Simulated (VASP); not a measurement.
Hf:

```
Hf
1.0
     0.00000    2.23527    2.23527
     2.23527    0.00000    2.23527
     2.23527    2.23527    0.00000
Hf
1
Direct
  0.00000 0.00000 0.00000
```

This isn't the form of Hf at room conditions, which is hcp.

| Quantity | Value |
| --- | --- |
| Program | VASP 6.6.1 |
| Task | relaxation of cell and atoms |
| Functional | PBEsol |
| Potentials or basis | VASP PAW PBE potentials, release 64 (Hf_pv) |
| Cutoff | 300 eV |
| k mesh | 16 × 16 × 16 |
| Occupations | gaussian, width 0.1 eV |
| Spin | no spin polarisation |

At the start: pressure -4.3 GPa; volume 22.34 Å³/atom.

Where does the relaxation end?

Over 6 steps the energy falls by 12.7 meV/atom and the volume is 21.42 Å³/atom (-4.1 %); space group Fm-3m (No. 225, to 0.05 Å).

Step by step:
```tsv
step	energy change (eV)	largest force (eV/Å)	pressure (GPa)	volume (Å³)
1	0.0000	0.0000	-4.31	22.34
2	0.0037	0.0000	5.61	20.45
3	-0.0127	0.0000	-0.04	21.43
4	-0.0127	0.0000	0.05	21.41
5	-0.0127	0.0000	-0.04	21.43
6	-0.0127	0.0000	0.00	21.42
```

Final structure:
```cif
data_structure
_symmetry_space_group_name_H-M 'P 1'
_symmetry_Int_Tables_number 1
_cell_length_a 3.1174
_cell_length_b 3.1174
_cell_length_c 3.1174
_cell_angle_alpha 60.000
_cell_angle_beta 60.000
_cell_angle_gamma 60.000
_cell_volume 21.42
loop_
_atom_site_label
_atom_site_type_symbol
_atom_site_fract_x
_atom_site_fract_y
_atom_site_fract_z
_atom_site_occupancy
Hf1 Hf 0.00000 0.00000 0.00000 1
```

Caveat: the PAW data sets were made with another functional, which shifts forces and pressure a little.
